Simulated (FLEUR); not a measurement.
# Pd (Im-3m) in FLEUR: a series of runs

Runs on Pd. Level: r2SCAN. Tasks: band structure.

Program: FLEUR MaX-R8.1 (later development tree). These are calculated values, not measurements. Logs are shortened: lines on timing, memory, paths and dates and some standing lists are left out, and cuts for length are marked.

### 1 The crystal as given

Symmetry: Im-3m, No. 229, cubic system. Conventional cell: a = 3.145 Å, b = 3.145 Å, c = 3.145 Å, α = 90.00°, β = 90.00°, γ = 90.00°. Pd (site symmetry m-3m) is surrounded by 8 Pd at 2.72 Å.

This isn't the form of Pd at room conditions, which is fcc.

### 2 Band structure, r2SCAN

inp.xml reads:

```xml
<?xml version="1.0" encoding="UTF-8" standalone="no"?>
<fleurInput fleurInputVersion="0.39">
   <comment>
      Pd                                                                                                  
   </comment>
   <calculationSetup>
      <cutoffs Kmax="4.12" Gmax="12.8" GmaxXC="12.8" numbands="0"/>
      <scfLoop itmax="80" minDistance="0.0001" maxIterBroyd="30" imix="Anderson" alpha="0.05" precondParam="0.0" spinf="2.0" sdNocoIR="T"/>
      <coreElectrons ctail="F" frcor="F" kcrel="0" coretail_lmax="0"/>
      <xcFunctional name="LibXC" relativisticCorrections="F">
         <LibXCName exchange="mgga_x_r2scan" correlation="mgga_c_r2scan"/>
         <AuxGGA exchange="117" correlation="130"/>
      </xcFunctional>
      <magnetism jspins="1"/>
      <soc l_soc="F" theta="0.0" phi="0.0" spav="F"/>
      <expertModes spex="0" secvar="F"/>
      <geometryOptimization l_f="F" forcealpha="1.0" forcemix="BFGS" epsdisp="0.00001" epsforce="0.00001"/>
      <ldaU l_linMix="F" mixParam="0.05" spinf="1.0"/>
   </calculationSetup>
   <cell>
      <bzIntegration valenceElectrons="18.0" mode="hist" fermiSmearingEnergy="0.00183747">
         <kPointListSelection listName="default-1"/>
         <!-- k-points included here -->
         <xi:include xmlns:xi="http://www.w3.org/2001/XInclude" href="kpts.xml"> </xi:include>
      </bzIntegration>
      <!-- symmetry operations included here -->
      <xi:include xmlns:xi="http://www.w3.org/2001/XInclude" href="sym.xml"> </xi:include>
      <bulkLattice scale="1.0">
         <bravaisMatrix>
            <row-1>   -2.9711804809122127     2.9711804809122127     2.9711804809122127</row-1>
            <row-2>    2.9711804809122127    -2.9711804809122127     2.9711804809122127</row-2>
            <row-3>    2.9711804809122127     2.9711804809122127    -2.9711804809122127</row-3>
         </bravaisMatrix>
      </bulkLattice>
   </cell>
   <atomSpecies>
      <species name="Palladium (Pd)" element="Pd" atomicNumber="46">
         <mtSphere radius="2.38" gridPoints="787" logIncrement="0.016"/>
         <atomicCutoffs lmax="10" lnonsphr="10"/>
         <electronConfig flipSpins="F">
            <coreConfig>(1s1/2) (2s1/2) (2p1/2) (2p3/2) (3s1/2) (3p1/2) (3p3/2) (3d3/2) (3d5/2)</coreConfig>
            <valenceConfig>(4s1/2) (4p1/2) (4p3/2) (5s1/2) (4d3/2) (4d5/2)</valenceConfig>
            <stateOccupation state="(5s1/2)" spinUp="0.500000" spinDown="0.500000"/>
            <stateOccupation state="(4d3/2)" spinUp="1.800000" spinDown="1.800000"/>
            <stateOccupation state="(4d5/2)" spinUp="2.700000" spinDown="2.700000"/>
         </electronConfig>
         <energyParameters s="5" p="5" d="4" f="4"/>
         <lo type="SCLO" l="0" n="4" eDeriv="0"/>
         <lo type="SCLO" l="1" n="4" eDeriv="0"/>
         <lo type="SCLO" l="1" n="4" eDeriv="1"/>
         <lo type="SCLO" l="2" n="4" eDeriv="2"/>
         <lo type="SCLO" l="3" n="4" eDeriv="2"/>
      </species>
   </atomSpecies>
   <atomGroups>
      <atomGroup species="Palladium (Pd)">
         <relPos label="                   1">.0000000000 .0000000000 .0000000000</relPos>
         <force calculate="T" relaxXYZ="TTT"/>
      </atomGroup>
   </atomGroups>
   <output dos="F" band="F" slice="F">
      <checks vchk="F" cdinf="F"/>
      <bandDOS minEnergy="-.5*Htr" maxEnergy="0.5*Htr" sigma="0.015" storeEVData="T"/>
      <vacuumDOS vacdos="F" integ="F" star="F" nstars="0" locx1="0.0" locy1="0.0" locx2="0.0" locy2="0.0" nstm="0" tworkf="0.0"/>
      <unfoldingBand unfoldBand="F" supercellX="1" supercellY="1" supercellZ="1"/>
      <plotting iplot="0" polar="F">
         <plot TwoD="T" vec1="  1.0  0.0  0.0" vec2="  0.0  1.0  0.0" vec3="  0.0  0.0  1.0" zero="  0.0  0.0  0.0" file="plot"/>
      </plotting>
      <chargeDensitySlicing numkpt="0" minEigenval="0.0" maxEigenval="0.0" nnne="0" pallst="F"/>
      <specialOutput eonly="F"/>
      <moessbauerParams electricFieldGradient="T" isomerShift="T" coreHyperfine="T" valenceHyperfine="T"/>
      <magneticCircularDichroism mcd="F" energyLo="-10.0" energyUp="0.0"/>
   </output>
  <!-- We include the file relax.xml here to enable relaxations (see documentation) -->
  <xi:include xmlns:xi="http://www.w3.org/2001/XInclude" href="relax.xml"> <xi:fallback/> </xi:include>
</fleurInput>
```

crystal.txt reads:

```
Pd
&input cartesian=F /
-1.5722810000  1.5722810000  1.5722810000
1.5722810000  -1.5722810000  1.5722810000
1.5722810000  1.5722810000  -1.5722810000
1.8897261246
1.0 1.0 1.0

1
46 0.0000000000  0.0000000000  0.0000000000

&kpt div1=12 div2=12 div3=12 gamma=T /
```

inp.xml (bands) reads:

```
<?xml version="1.0" encoding="UTF-8" standalone="no"?>
<fleurInput fleurInputVersion="0.39">
   <comment>
      Pd                                                                                                  
   </comment>
   <calculationSetup>
      <cutoffs Kmax="4.12" Gmax="12.8" GmaxXC="12.8" numbands="0"/>
      <scfLoop itmax="80" minDistance="0.0001" maxIterBroyd="30" imix="Anderson" alpha="0.05" precondParam="0.0" spinf="2.0" sdNocoIR="T"/>
      <coreElectrons ctail="F" frcor="F" kcrel="0" coretail_lmax="0"/>
      <xcFunctional name="LibXC" relativisticCorrections="F">
         <LibXCName exchange="mgga_x_r2scan" correlation="mgga_c_r2scan"/>
         <AuxGGA exchange="117" correlation="130"/>
      </xcFunctional>
      <magnetism jspins="1"/>
      <soc l_soc="F" theta="0.0" phi="0.0" spav="F"/>
      <expertModes spex="0" secvar="F"/>
      <geometryOptimization l_f="F" forcealpha="1.0" forcemix="BFGS" epsdisp="0.00001" epsforce="0.00001"/>
      <ldaU l_linMix="F" mixParam="0.05" spinf="1.0"/>
   </calculationSetup>
   <cell>
      <bzIntegration valenceElectrons="18.0" mode="hist" fermiSmearingEnergy="0.00183747">
         <kPointListSelection listName="path-1"/>
         <!-- k-points included here -->
         <xi:include xmlns:xi="http://www.w3.org/2001/XInclude" href="kpts.xml"> </xi:include>
      </bzIntegration>
      <!-- symmetry operations included here -->
      <xi:include xmlns:xi="http://www.w3.org/2001/XInclude" href="sym.xml"> </xi:include>
      <bulkLattice scale="1.0">
         <bravaisMatrix>
            <row-1>   -2.9711804809122127     2.9711804809122127     2.9711804809122127</row-1>
            <row-2>    2.9711804809122127    -2.9711804809122127     2.9711804809122127</row-2>
            <row-3>    2.9711804809122127     2.9711804809122127    -2.9711804809122127</row-3>
         </bravaisMatrix>
      </bulkLattice>
   </cell>
   <atomSpecies>
      <species name="Palladium (Pd)" element="Pd" atomicNumber="46">
         <mtSphere radius="2.38" gridPoints="787" logIncrement="0.016"/>
         <atomicCutoffs lmax="10" lnonsphr="10"/>
         <electronConfig flipSpins="F">
            <coreConfig>(1s1/2) (2s1/2) (2p1/2) (2p3/2) (3s1/2) (3p1/2) (3p3/2) (3d3/2) (3d5/2)</coreConfig>
            <valenceConfig>(4s1/2) (4p1/2) (4p3/2) (5s1/2) (4d3/2) (4d5/2)</valenceConfig>
            <stateOccupation state="(5s1/2)" spinUp="0.500000" spinDown="0.500000"/>
            <stateOccupation state="(4d3/2)" spinUp="1.800000" spinDown="1.800000"/>
            <stateOccupation state="(4d5/2)" spinUp="2.700000" spinDown="2.700000"/>
         </electronConfig>
         <energyParameters s="5" p="5" d="4" f="4"/>
         <lo type="SCLO" l="0" n="4" eDeriv="0"/>
         <lo type="SCLO" l="1" n="4" eDeriv="0"/>
         <lo type="SCLO" l="1" n="4" eDeriv="1"/>
         <lo type="SCLO" l="2" n="4" eDeriv="2"/>
         <lo type="SCLO" l="3" n="4" eDeriv="2"/>
      </species>
   </atomSpecies>
   <atomGroups>
      <atomGroup species="Palladium (Pd)">
         <relPos label="                   1">.0000000000 .0000000000 .0000000000</relPos>
         <force calculate="T" relaxXYZ="TTT"/>
      </atomGroup>
   </atomGroups>
   <output dos="F" band="T" slice="F">
      <checks vchk="F" cdinf="F"/>
      <bandDOS minEnergy="-.5*Htr" maxEnergy="0.5*Htr" sigma="0.015" storeEVData="T"/>
      <vacuumDOS vacdos="F" integ="F" star="F" nstars="0" locx1="0.0" locy1="0.0" locx2="0.0" locy2="0.0" nstm="0" tworkf="0.0"/>
      <unfoldingBand unfoldBand="F" supercellX="1" supercellY="1" supercellZ="1"/>
      <plotting iplot="0" polar="F">
         <plot TwoD="T" vec1="  1.0  0.0  0.0" vec2="  0.0  1.0  0.0" vec3="  0.0  0.0  1.0" zero="  0.0  0.0  0.0" file="plot"/>
      </plotting>
      <chargeDensitySlicing numkpt="0" minEigenval="0.0" maxEigenval="0.0" nnne="0" pallst="F"/>
      <specialOutput eonly="F"/>
      <moessbauerParams electricFieldGradient="T" isomerShift="T" coreHyperfine="T" valenceHyperfine="T"/>
      <magneticCircularDichroism mcd="F" energyLo="-10.0" energyUp="0.0"/>
   </output>
  <!-- We include the file relax.xml here to enable relaxations (see documentation) -->
  <xi:include xmlns:xi="http://www.w3.org/2001/XInclude" href="relax.xml"> <xi:fallback/> </xi:include>
</fleurInput>
```

Potentials or basis: all-electron, FLAPW.

The run is started by

```console
$ inpgen -f crystal.txt -profile fastHighL
$ # inp.xml edited to the form shown
$ fleur_MPI
$ fleur_MPI   # second run, on inp.xml (bands)
```

Output:

```text
Welcome to FLEUR        (www.flapw.de)
      MaX-Release 8.1          (www.max-centre.eu)
 func_ids         498         497         498         497
 MetaGGA potential functional detected - V_tau will be computed
 Auxiliary Potential for radial basis: exchange=         117  correlation=         130
The functional 'Re-regularized SCAN exchange by Furness et al' is an exchange functional, it belongs to the 'MGGA' family and is defined in the reference(s):
[1] J. W. Furness, A. D. Kaplan, J. Ning, J. P. Perdew, and J. Sun.,  J. Phys. Chem. Lett. 11, 8208-8215 (2020)
[2] J. W. Furness, A. D. Kaplan, J. Ning, J. P. Perdew, and J. Sun.,  J. Phys. Chem. Lett. 11, 9248-9248 (2020)
The functional 'Re-regularized SCAN correlation by Furness et al' is a correlation functional, it belongs to the 'MGGA' family and is defined in the reference(s):
[1] J. W. Furness, A. D. Kaplan, J. Ning, J. P. Perdew, and J. Sun.,  J. Phys. Chem. Lett. 11, 8208-8215 (2020)
[2] J. W. Furness, A. D. Kaplan, J. Ning, J. P. Perdew, and J. Sun.,  J. Phys. Chem. Lett. 11, 9248-9248 (2020)
 Using same functional for VXC and EXC

 ========== k-point set info ==========
 Selected k-point list: default-1
 k-point list type: mesh
 12 x 12 x 12
 Number of k points: 72

 ------------Calculation Setup---------------------------
 Number of MPI-tasks      :            1
 Number of PE/node        :            1
 Number of OMP-threads    :            1
 Most efficient MPI parallelization for:
           1           2           3           4           6           8           9          12          18          24          36          72
 Additional eigenvalue parallelization possible
 Number of basis functions:          175
 Approximate size of matrices (H+S) per k-point:         0.000 GB
 --------------------------------------------------------
The functional 'Hammer, Hansen, and Norskov' is an exchange functional, it belongs to the 'GGA' family and is defined in the reference(s):
[1] B. Hammer, L. B. Hansen, and J. K. Nørskov.,  Phys. Rev. B 59, 7413 (1999)
The functional 'Perdew, Burke & Ernzerhof' is a correlation functional, it belongs to the 'GGA' family and is defined in the reference(s):
[1] J. P. Perdew, K. Burke, and M. Ernzerhof.,  Phys. Rev. Lett. 77, 3865 (1996)
[2] J. P. Perdew, K. Burke, and M. Ernzerhof.,  Phys. Rev. Lett. 78, 1396 (1997)
 Using same functional for VXC and EXC
 Using auxiliary GGA potential for the first iteration of MetaGGA calculation.
 Reset of history
 Reset of history
 Iteration:     1   Distance:      32.99403543 me/bohr^3
The functional 'Hammer, Hansen, and Norskov' is an exchange functional, it belongs to the 'GGA' family and is defined in the reference(s):
[1] B. Hammer, L. B. Hansen, and J. K. Nørskov.,  Phys. Rev. B 59, 7413 (1999)
The functional 'Perdew, Burke & Ernzerhof' is a correlation functional, it belongs to the 'GGA' family and is defined in the reference(s):
[1] J. P. Perdew, K. Burke, and M. Ernzerhof.,  Phys. Rev. Lett. 77, 3865 (1996)
[2] J. P. Perdew, K. Burke, and M. Ernzerhof.,  Phys. Rev. Lett. 78, 1396 (1997)
 Using same functional for VXC and EXC
 Iteration:     2   Distance:      30.41812712 me/bohr^3
The functional 'Hammer, Hansen, and Norskov' is an exchange functional, it belongs to the 'GGA' family and is defined in the reference(s):
[1] B. Hammer, L. B. Hansen, and J. K. Nørskov.,  Phys. Rev. B 59, 7413 (1999)
The functional 'Perdew, Burke & Ernzerhof' is a correlation functional, it belongs to the 'GGA' family and is defined in the reference(s):
[1] J. P. Perdew, K. Burke, and M. Ernzerhof.,  Phys. Rev. Lett. 77, 3865 (1996)
[2] J. P. Perdew, K. Burke, and M. Ernzerhof.,  Phys. Rev. Lett. 78, 1396 (1997)
 Using same functional for VXC and EXC
 Iteration:     3   Distance:      28.79082408 me/bohr^3
The functional 'Hammer, Hansen, and Norskov' is an exchange functional, it belongs to the 'GGA' family and is defined in the reference(s):
[1] B. Hammer, L. B. Hansen, and J. K. Nørskov.,  Phys. Rev. B 59, 7413 (1999)
The functional 'Perdew, Burke & Ernzerhof' is a correlation functional, it belongs to the 'GGA' family and is defined in the reference(s):
[1] J. P. Perdew, K. Burke, and M. Ernzerhof.,  Phys. Rev. Lett. 77, 3865 (1996)
[2] J. P. Perdew, K. Burke, and M. Ernzerhof.,  Phys. Rev. Lett. 78, 1396 (1997)
 Using same functional for VXC and EXC
 Iteration:     4   Distance:       8.75068787 me/bohr^3
The functional 'Hammer, Hansen, and Norskov' is an exchange functional, it belongs to the 'GGA' family and is defined in the reference(s):
[1] B. Hammer, L. B. Hansen, and J. K. Nørskov.,  Phys. Rev. B 59, 7413 (1999)
The functional 'Perdew, Burke & Ernzerhof' is a correlation functional, it belongs to the 'GGA' family and is defined in the reference(s):
[1] J. P. Perdew, K. Burke, and M. Ernzerhof.,  Phys. Rev. Lett. 77, 3865 (1996)
[2] J. P. Perdew, K. Burke, and M. Ernzerhof.,  Phys. Rev. Lett. 78, 1396 (1997)
 Using same functional for VXC and EXC
 Iteration:     5   Distance:       0.78619488 me/bohr^3
The functional 'Hammer, Hansen, and Norskov' is an exchange functional, it belongs to the 'GGA' family and is defined in the reference(s):
[... 25 lines left out ...]
 Using same functional for VXC and EXC
 Iteration:     9   Distance:       0.01078733 me/bohr^3
The functional 'Hammer, Hansen, and Norskov' is an exchange functional, it belongs to the 'GGA' family and is defined in the reference(s):
[1] B. Hammer, L. B. Hansen, and J. K. Nørskov.,  Phys. Rev. B 59, 7413 (1999)
The functional 'Perdew, Burke & Ernzerhof' is a correlation functional, it belongs to the 'GGA' family and is defined in the reference(s):
[1] J. P. Perdew, K. Burke, and M. Ernzerhof.,  Phys. Rev. Lett. 77, 3865 (1996)
[2] J. P. Perdew, K. Burke, and M. Ernzerhof.,  Phys. Rev. Lett. 78, 1396 (1997)
 Using same functional for VXC and EXC
 Iteration:    10   Distance:       0.00373536 me/bohr^3
The functional 'Hammer, Hansen, and Norskov' is an exchange functional, it belongs to the 'GGA' family and is defined in the reference(s):
[1] B. Hammer, L. B. Hansen, and J. K. Nørskov.,  Phys. Rev. B 59, 7413 (1999)
The functional 'Perdew, Burke & Ernzerhof' is a correlation functional, it belongs to the 'GGA' family and is defined in the reference(s):
[1] J. P. Perdew, K. Burke, and M. Ernzerhof.,  Phys. Rev. Lett. 77, 3865 (1996)
[2] J. P. Perdew, K. Burke, and M. Ernzerhof.,  Phys. Rev. Lett. 78, 1396 (1997)
 Using same functional for VXC and EXC
 Iteration:    11   Distance:       0.00034653 me/bohr^3
The functional 'Hammer, Hansen, and Norskov' is an exchange functional, it belongs to the 'GGA' family and is defined in the reference(s):
[1] B. Hammer, L. B. Hansen, and J. K. Nørskov.,  Phys. Rev. B 59, 7413 (1999)
The functional 'Perdew, Burke & Ernzerhof' is a correlation functional, it belongs to the 'GGA' family and is defined in the reference(s):
[1] J. P. Perdew, K. Burke, and M. Ernzerhof.,  Phys. Rev. Lett. 77, 3865 (1996)
[2] J. P. Perdew, K. Burke, and M. Ernzerhof.,  Phys. Rev. Lett. 78, 1396 (1997)
 Using same functional for VXC and EXC
 Iteration:    12   Distance:       0.00006186 me/bohr^3

 ********************************************************************
 Run finished successfully
 Stop message:
   all done
 ********************************************************************
```

It took 18 s on 1 thread of Arm Neoverse V2, shared host; peak memory 0.07 GiB.

What came out:

```yaml
Free_energy: -137340.8031 eV
Band_gap_along_the_path: none (metal or under the smearing width)
Valence_electrons_inside_the_program's_atomic_spheres: Pd 16.51 (radii Pd 2.38 bohr)
```

Levels at the corners of the path, in eV from the Fermi level:
```csv
point,band 7,band 8,band 9,band 10,band 11,band 12
Γ,-2.81,-2.81,-0.97,-0.97,19.94,19.94
H,0.20,0.20,0.20,9.62,9.62,9.62
N,-1.02,-0.75,0.57,1.82,7.94,15.68
Γ,-2.81,-2.81,-0.97,-0.97,19.94,19.94
P,-3.36,-0.71,-0.71,9.03,9.73,9.73
H,0.20,0.20,0.20,9.62,9.62,9.62
P,-3.36,-0.71,-0.71,9.03,9.73,9.73
N,-1.02,-0.75,0.57,1.82,7.94,15.68
```

Core levels (eV from the Fermi level):
```tsv
atom	levels
1 Pd	1s1/2 -24152.8, 2s1/2 -3524.3, 2p1/2 -3268.4, 2p3/2 -3109.0, 3s1/2 -634.2, 3p1/2 -533.3, 3p3/2 -505.5, 3d3/2 -327.0, 3d5/2 -321.5
```

Caveat: the meta-GGA is that of a development version, with a GGA for the radial functions and cores and without core tails.

### 3 Band structure, r2SCAN, spin-orbit coupling, no magnetisation

inp.xml: that of step 2 with these lines changed.

```diff
@@ -6,3 +6,3 @@
    <calculationSetup>
-      <cutoffs Kmax="4.12" Gmax="12.8" GmaxXC="12.8" numbands="0"/>
+      <cutoffs Kmax="4.12" Gmax="12.8" GmaxXC="12.8" numbands="all"/>
       <scfLoop itmax="80" minDistance="0.0001" maxIterBroyd="30" imix="Anderson" alpha="0.05" precondParam="0.0" spinf="2.0" sdNocoIR="T"/>
@@ -14,3 +14,3 @@
       <magnetism jspins="1"/>
-      <soc l_soc="F" theta="0.0" phi="0.0" spav="F"/>
+      <soc l_soc="T" theta="0.0" phi="0.0" spav="F"/>
       <expertModes spex="0" secvar="F"/>
```

crystal.txt: that of step 2 with these lines changed.

```diff
@@ -11,2 +11,3 @@
 
-&kpt div1=12 div2=12 div3=12 gamma=T /
+&soc 0.0 0.0 /
+&kpt div1=9 div2=9 div3=9 gamma=T /
```

inp.xml (bands): that of step 2 with these lines changed.

```diff
@@ -6,3 +6,3 @@
    <calculationSetup>
-      <cutoffs Kmax="4.12" Gmax="12.8" GmaxXC="12.8" numbands="0"/>
+      <cutoffs Kmax="4.12" Gmax="12.8" GmaxXC="12.8" numbands="all"/>
       <scfLoop itmax="80" minDistance="0.0001" maxIterBroyd="30" imix="Anderson" alpha="0.05" precondParam="0.0" spinf="2.0" sdNocoIR="T"/>
@@ -14,3 +14,3 @@
       <magnetism jspins="1"/>
-      <soc l_soc="F" theta="0.0" phi="0.0" spav="F"/>
+      <soc l_soc="T" theta="0.0" phi="0.0" spav="F"/>
       <expertModes spex="0" secvar="F"/>
```

Potentials or basis: all-electron, FLAPW.

The run is started by

```console
$ inpgen -f crystal.txt -profile fastHighL
$ # inp.xml edited to the form shown
$ fleur_MPI
$ fleur_MPI   # second run, on inp.xml (bands)
```

Wall time 4 min (1 thread of Arm Neoverse V2, shared host); peak memory 0.17 GiB.

The run converged. Its results:

| Item | Value |
| --- | --- |
| Free energy | -137341.0433 eV |
| Band gap along the path | none (metal or under the smearing width) |
| Valence electrons inside the program's atomic spheres | Pd 16.51 (radii Pd 2.38 bohr) |

Levels at the corners of the path, in eV from the Fermi level:
```
point  band 14  band 15  band 16  band 17  band 18  band 19  band 20  band 21  band 22  band 23
    Γ    -2.94    -2.64    -2.64    -0.95    -0.95    -0.95    -0.95    19.94    19.94    19.94
    H     0.08     0.08     0.08     0.42     0.42     9.13     9.13     9.87     9.87     9.87
    N    -1.06    -0.73    -0.73     0.58     0.58     1.81     1.81     7.94     7.94    15.67
    Γ    -2.94    -2.64    -2.64    -0.95    -0.95    -0.95    -0.95    19.94    19.94    19.94
    P    -3.28    -0.70    -0.70    -0.70    -0.70     9.02     9.02     9.54     9.54     9.83
    H     0.08     0.08     0.08     0.42     0.42     9.13     9.13     9.87     9.87     9.87
    P    -3.28    -0.70    -0.70    -0.70    -0.70     9.02     9.02     9.54     9.54     9.83
    N    -1.06    -0.73    -0.73     0.58     0.58     1.81     1.81     7.94     7.94    15.67
```

Core levels (eV from the Fermi level):
```tsv
atom	levels
1 Pd	1s1/2 -24152.8, 2s1/2 -3524.3, 2p1/2 -3268.4, 2p3/2 -3109.0, 3s1/2 -634.2, 3p1/2 -533.3, 3p3/2 -505.5, 3d3/2 -327.0, 3d5/2 -321.5
```

Caveat: the meta-GGA is that of a development version, with a GGA for the radial functions and cores and without core tails.
